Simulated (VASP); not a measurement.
Consider the following.

```xyz
4
Lattice="1.7691 -3.0641 0.0000 1.7691 3.0641 0.0000 0.0000 0.0000 5.7119" Properties=species:S:1:pos:R:3 pbc="T T T"
In     1.7691    -1.0214     2.8553
In     1.7691     1.0214     5.7113
N      1.7691    -1.0214     5.0214
N      1.7691     1.0214     2.1654
```

The numbers are results of PBEsol GGA with spin-orbit coupling, VASP's PBE PAW potentials (set 64) (plane waves; VASP 6.6.1), not measurements. Numerical set-up: 520 eV cut-off, 9×9×5 Γ-centred mesh, Gaussian smearing of 0.050 eV, potentials In_d N.

### Question
Give the energies of bands 27 to 40 at the high-symmetry points, in eV from the Fermi level.

### Answer

| band | Γ | M | K | A | L | H |
|---|---|---|---|---|---|---|
| 27 | -0.91 | -4.54 | -4.65 | -3.41 | -5.50 | -5.18 |
| 28 | -0.91 | -4.54 | -4.65 | -3.41 | -5.50 | -5.18 |
| 29 | -0.87 | -3.45 | -4.33 | -0.46 | -1.68 | -3.44 |
| 30 | -0.87 | -3.45 | -4.33 | -0.46 | -1.68 | -3.44 |
| 31 | -0.29 | -2.36 | -2.49 | -0.46 | -1.68 | -3.31 |
| 32 | -0.29 | -2.36 | -2.38 | -0.46 | -1.68 | -3.31 |
| 33 | -0.02 | -1.73 | -2.38 | -0.44 | -1.55 | -1.26 |
| 34 | -0.02 | -1.73 | -2.32 | -0.44 | -1.55 | -1.26 |
| 35 | 0.00 | -0.89 | -2.16 | -0.44 | -1.55 | -1.25 |
| 36 | 0.00 | -0.89 | -2.16 | -0.44 | -1.55 | -1.25 |
| 37 | 0.00 | 3.78 | 4.81 | 2.30 | 3.34 | 5.11 |
| 38 | 0.00 | 3.78 | 4.81 | 2.30 | 3.34 | 5.11 |
| 39 | 2.71 | 4.37 | 5.70 | 2.30 | 3.34 | 5.18 |
| 40 | 2.71 | 4.37 | 5.71 | 2.30 | 3.34 | 5.18 |

It has no gap at this level: it comes out as a metal or semimetal.

The compound is InN in the wurtzite structure. It was relaxed first.
